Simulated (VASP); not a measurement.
**Input and output of a VASP PBE dielectric-response calculation on LiH (CsCl)**

INCAR

```
GGA = PE
SIGMA = 0.01
LCHARG = .FALSE.
NBANDS = 9
ENCUT = 520
NELM = 120
LREAL = .FALSE.
PREC = Accurate
LEPSILON = .TRUE.
ISMEAR = 0
NSW = 0
EDIFF = 1E-8
LWAVE = .FALSE.
IBRION = -1
ISIF = 2
LASPH = .TRUE.
```

KPOINTS

```
KPOINTS created by Atomic Simulation Environment
0
Gamma
12 12 12
0 0 0
```

POSCAR

```
Li H
 1.0000000000000000
     2.5016587116031355   -0.0000000000000000    0.0000000000000000
    -0.0000000000000000    2.5016587116031355    0.0000000000000000
     0.0000000000000000    0.0000000000000000    2.5016587116031355
 Li  H
   1   1
Cartesian
  0.0000000000000000  0.0000000000000000 -0.0000000000000000
  1.2508293558015677  1.2508293558015677  1.2508293558015677
```

VASP ran with the recommended PBE PAW datasets (4 valence electrons in the cell).

Command

```
mpirun -np 1 vasp_std
```

From OUTCAR

```
k-points           NKPTS =     84   k-points in BZ     NKDIM =     84   number of bands    NBANDS=      9

   NELECT =       4.0000    total number of electrons

   dimension x,y,z NGX =    20 NGY =   20 NGZ =   20
   dimension x,y,z NGXF=    40 NGYF=   40 NGZF=   40

  energy-cutoff  :      520.00
  volume of cell :       15.66
      direct lattice vectors                 reciprocal lattice vectors
     2.501658712  0.000000000  0.000000000     0.399734782  0.000000000  0.000000000
     0.000000000  2.501658712  0.000000000     0.000000000  0.399734782  0.000000000
     0.000000000  0.000000000  2.501658712     0.000000000  0.000000000  0.399734782

 k-points in reciprocal lattice and weights: KPOINTS created by Atomic Simulation Env
   0.00000000  0.00000000  0.00000000       0.001
   0.08333333  0.00000000  0.00000000       0.003
   0.16666667  0.00000000  0.00000000       0.003
   0.25000000  0.00000000  0.00000000       0.003
   0.33333333  0.00000000  0.00000000       0.003
   0.41666667  0.00000000  0.00000000       0.003
   0.50000000  0.00000000  0.00000000       0.002
   0.08333333  0.08333333  0.00000000       0.007
   ...

 E-fermi :   3.8481

 k-point     1 :       0.0000    0.0000    0.0000
  band No.  band energies     occupation
      1     -44.5705      2.00000
      2      -5.2851      2.00000
      3      15.5155      0.00000
      4      15.5155      0.00000
      5      15.5155      0.00000
      6      16.1159      0.00000
      7      18.6612      0.00000
      8      18.6612      0.00000
      9      35.2541      0.00000

 k-point     2 :       0.0833    0.0000    0.0000
  band No.  band energies     occupation
      1     -44.5669      2.00000
      2      -5.1793      2.00000
      3      13.3348      0.00000
      4      15.6720      0.00000
      5      15.6720      0.00000
      6      16.2625      0.00000
      7      18.8270      0.00000
      8      20.9276      0.00000
      9      34.1590      0.00000

 k-point     3 :       0.1667    0.0000    0.0000
  band No.  band energies     occupation
      1     -44.5571      2.00000
      2      -4.8715      2.00000
      3      10.5974      0.00000
      4      16.0261      0.00000
      5      16.1389      0.00000
      6      16.1389      0.00000
      7      19.3242      0.00000
      8      24.5986      0.00000
      9      31.6974      0.00000

 k-point     4 :       0.2500    0.0000    0.0000
  band No.  band energies     occupation
      1     -44.5437      2.00000
      2      -4.3912      2.00000
      3       8.1626      0.00000
      4      15.6760      0.00000
      5      16.9044      0.00000
      6      16.9044      0.00000
      7      20.1511      0.00000
      8      28.4334      0.00000
      9      28.9890      0.00000

 k-point     5 :       0.3333    0.0000    0.0000
  band No.  band energies     occupation
      1     -44.5302      2.00000
      2      -3.8081      2.00000
      3       6.1731      0.00000
      4      15.3257      0.00000
      5      17.9353      0.00000
      6      17.9353      0.00000
      7      21.3028      0.00000
      8      26.4710      0.00000
      9      26.4710      0.00000

 k-point     6 :       0.4167    0.0000    0.0000
  band No.  band energies     occupation
      1     -44.5203      2.00000
      2      -3.2746      2.00000
      3       4.7954      0.00000
      4      15.0730      0.00000
      5      19.1056      0.00000
      6      19.1056      0.00000
      7      22.7550      0.00000
      8      24.3845      0.00000
      9      24.3845      0.00000

 k-point     7 :       0.5000    0.0000    0.0000
  band No.  band energies     occupation
      1     -44.5167      2.00000
      2      -3.0437      2.00000
      3       4.2818      0.00000
      4      14.9810      0.00000
      5      19.8066      0.00000
      6      19.8066      0.00000
      7      23.3749      0.00000
      8      23.3749      0.00000
      9      24.0447      0.00000

 k-point     8 :       0.0833    0.0833    0.0000
  band No.  band energies     occupation
      1     -44.5633      2.00000
      2      -5.0725      2.00000
      3      13.1504      0.00000
      4      13.7255      0.00000
      5      15.8284      0.00000
      6      16.6875      0.00000
      7      20.3344      0.00000
      8      21.6686      0.00000
      9      32.9717      0.00000

 k-point     9 :       0.1667    0.0833    0.0000
  band No.  band energies     occupation
      1     -44.5536      2.00000
      2      -4.7598      2.00000
      3      10.6432      0.00000
      4      13.7901      0.00000
      5      16.2945      0.00000
      6      16.6848      0.00000
      7      21.1574      0.00000
      8      24.8943      0.00000
      9      30.4594      0.00000

 k-point    10 :       0.2500    0.0833    0.0000
  band No.  band energies     occupation
      1     -44.5402      2.00000
      2      -4.2713      2.00000
      3       8.2237      0.00000
      4      14.1037      0.00000
      5      16.7741      0.00000
      6      17.0588      0.00000
      7      21.9496      0.00000
      8      27.6126      0.00000
      9      28.8318      0.00000

 k-point    11 :       0.3333    0.0833    0.0000
  band No.  band energies     occupation
      1     -44.5269      2.00000
      2      -3.6769      2.00000
      3       6.2328      0.00000
      4      14.2782      0.00000
      5      17.2382      0.00000
      6      18.0868      0.00000
      7      22.9316      0.00000
      8      25.4069      0.00000
      9      26.6093      0.00000

 k-point    12 :       0.4167    0.0833    0.0000
  band No.  band energies     occupation
      1     -44.5171      2.00000
      2      -3.1307      2.00000
      3       4.8467      0.00000
      4      14.2884      0.00000
      5      18.0591      0.00000
      6      19.2519      0.00000
      7      22.9494      0.00000
      8      24.5409      0.00000
      9      24.7333      0.00000

 k-point    13 :       0.5000    0.0833    0.0000
  band No.  band energies     occupation
      1     -44.5136      2.00000
      2      -2.8931      2.00000
      3       4.3285      0.00000
      4      14.2698      0.00000
      5      18.6007      0.00000
      6      19.9469      0.00000
      7      22.1784      0.00000
      8      23.5407      0.00000
      9      25.5441      0.00000

 k-point    14 :       0.1667    0.1667    0.0000
  band No.  band energies     occupation
      1     -44.5440      2.00000
      2      -4.4325      2.00000
      3      10.3137      0.00000
      4      11.7174      0.00000
      5      16.6279      0.00000
      6      16.7583      0.00000
      7      23.4794      0.00000
      8      26.3907      0.00000
      9      28.4786      0.00000

 k-point    15 :       0.2500    0.1667    0.0000
  band No.  band energies     occupation
      1     -44.5310      2.00000
      2      -3.9191      2.00000
      3       8.3457      0.00000
      4      11.6602      0.00000
      5      16.5033      0.00000
      6      17.5180      0.00000
      7      24.1729      0.00000
      8      26.8341      0.00000
      9      29.2823      0.00000

 k-point    16 :       0.3333    0.1667    0.0000
  band No.  band energies     occupation
      1     -44.5179      2.00000
      2      -3.2898      2.00000
      3       6.3938      0.00000
      4      12.0212      0.00000
      5      16.4698      0.00000
      6      18.5373      0.00000
      7      23.3384      0.00000
      8      26.7938      0.00000
      9      27.0026      0.00000

 k-point    17 :       0.4167    0.1667    0.0000
  band No.  band energies     occupation
      1     -44.5084      2.00000
      2      -2.7039      2.00000
      3       4.9927      0.00000
      4      12.3121      0.00000
      5      16.5912      0.00000
      6      19.6850      0.00000
      7      22.1302      0.00000
      8      25.0054      0.00000
      9      27.6072      0.00000

 k-point    18 :       0.5000    0.1667    0.0000
  band No.  band energies     occupation
      1     -44.5049      2.00000
      2      -2.4455      2.00000
      3       4.4601      0.00000
      4      12.4161      0.00000
      5      16.6966      0.00000
      6      20.3600      0.00000
      7      21.6103      0.00000
      8      24.0375      0.00000
      9      28.1243      0.00000

 k-point    19 :       0.2500    0.2500    0.0000
  band No.  band energies     occupation
      1     -44.5183      2.00000
      2      -3.3630      2.00000
      3       8.0407      0.00000
      4       9.9111      0.00000
      5      16.0808      0.00000
      6      18.2683      0.00000
      7      23.6772      0.00000
      8      28.5718      0.00000
      9      29.0163      0.00000

 ...

 MACROSCOPIC STATIC DIELECTRIC TENSOR (including local field effects in DFT)
 ------------------------------------------------------
           4.607243    -0.000000     0.000000
          -0.000000     4.607243     0.000000
          -0.000000    -0.000000     4.607243

 BORN EFFECTIVE CHARGES (including local field effects) (in |e|, cummulative output)
 ---------------------------------------------------------------------------------
 ion    1
    1     1.09412     0.00000    -0.00000
    2    -0.00000     1.09412    -0.00000
    3     0.00000    -0.00000     1.09412
 ion    2
    1    -1.09412    -0.00000     0.00000
    2     0.00000    -1.09412     0.00000
    3     0.00000     0.00000    -1.09412

  Total        0.0053355      0.0053355      0.0053355      0.0000000      0.0000000     -0.0000000
  in kB        0.5460073      0.5460073      0.5460073      0.0000000      0.0000000     -0.0000000
  external PRESSURE =       0.5460073 kB  Pullay stress =       0.0000000 kB

 POSITION                                       TOTAL-FORCE (eV/Angst)
 -----------------------------------------------------------------------------------
      0.00000      0.00000      0.00000         0.000000      0.000000      0.000000
      1.25083      1.25083      1.25083         0.000000      0.000000      0.000000
 -----------------------------------------------------------------------------------
    total drift:                                0.000000      0.000000      0.000000

  FREE ENERGIE OF THE ION-ELECTRON SYSTEM (eV)
  ---------------------------------------------------
  free  energy   TOTEN  =        -5.6598873395 eV

  energy  without entropy=       -5.6598873395  energy(sigma->0) =       -5.65988734
```

| Property | Result |
| --- | --- |
| ε∞ with local fields (xx, yy, zz) | 4.61, 4.61, 4.61 |
| mean Born charge by atom, in the order of the cell | 1.09, -1.09 e |

The run took about 88 s on one core of a shared host (Intel Xeon Platinum 8488C) and held 0.17 GiB at most.
